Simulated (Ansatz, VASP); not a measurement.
**SiC2 in VASP and in Ansatz**

The input INCAR:

```
PREC = Accurate ; ENCUT = 600
EDIFF = 1E-6 ; ISMEAR = 0
SIGMA = 0.1 ; LREAL = False
LASPH = True ; NELM = 100
ALGO = Normal ; ISIF = 3
LWAVE = False ; LCHARG = False
GGA = PE ; IBRION = 2
NSW = 100 ; EDIFFG = -0.01
```

Contents of KPOINTS:

```
regular mesh
0
Gamma
  12 12 4
```

File POSCAR:

```
SiC2
1.0
    3.2287365807      0.0000000000      0.0000000000
   -1.6143682904      2.7961679010      0.0000000000
    0.0000000000      0.0000000000     13.8818658285
Si C
2 4
Direct
    0.3333333333      0.6666666667      0.0000000000
    0.6666666667      0.3333333333      0.0000000000
    0.3333333333      0.6666666667      0.6631255715
    0.3333333333      0.6666666667      0.3368744285
    0.6666666667      0.3333333333      0.6631255715
    0.6666666667      0.3333333333      0.3368744285
```

Input for Ansatz:

```yaml
crystal:
  lattice:
    - [3.2287365807, 0.0, 0.0]
    - [-1.6143682904, 2.796167901, 0.0]
    - [0.0, 0.0, 13.8818658285]
  atoms:
    - { symbol: Si, position: [0.3333333333, 0.6666666667, 0.0] }
    - { symbol: Si, position: [0.6666666667, 0.3333333333, 0.0] }
    - { symbol: C, position: [0.3333333333, 0.6666666667, 0.6631255715] }
    - { symbol: C, position: [0.3333333333, 0.6666666667, 0.3368744285] }
    - { symbol: C, position: [0.6666666667, 0.3333333333, 0.6631255715] }
    - { symbol: C, position: [0.6666666667, 0.3333333333, 0.3368744285] }
basis:
  ecutwfc: 420
kpoints:
  mp_grid: { grid: [12, 12, 4] }
hamiltonian:
  xc: pbe
scf:
  occupations: { method: gaussian, width: 0.1 }
output:
  forces: true
  stress: true
  eigenvalues: true
relax:
  adjacent_minimum: "off"
  f_tol: 0.01
  max_steps: 80
  cell: { stress_tol: 0.05 }
```

Alike in both runs: task relaxation of cell and atoms; functional PBE; k mesh 12 × 12 × 4; occupations gaussian, width 0.1 eV; no spin polarisation.

|  | VASP | Ansatz |
| --- | --- | --- |
| version | VASP 6.6.1 | Ansatz 0.2.0 |
| potentials or method | VASP PAW PBE potentials, release 64 (Si, C) | scalar-relativistic, plane waves, PAW |
| plane-wave cutoff (eV) | 600 | 420 |
| valence electrons in the cell | 24 | 24 |

```csv
,VASP,Ansatz,Ansatz less VASP
"gap on the k mesh at the Fermi level, each at its own relaxed structure (eV)",none,none,-
relaxed volume (Å³/atom),20.89,20.89,0.000
relaxed cell length with the largest relative difference (Å),3.229,3.229,0.0000
```

A gap of «none» marks a metal or a gap that the smearing closes.

Caveats: the relaxation stopped at its first step, so nothing moved; this functional lacks dispersion, which binds the layers, so the pressure and a relaxed spacing across them are unreliable.
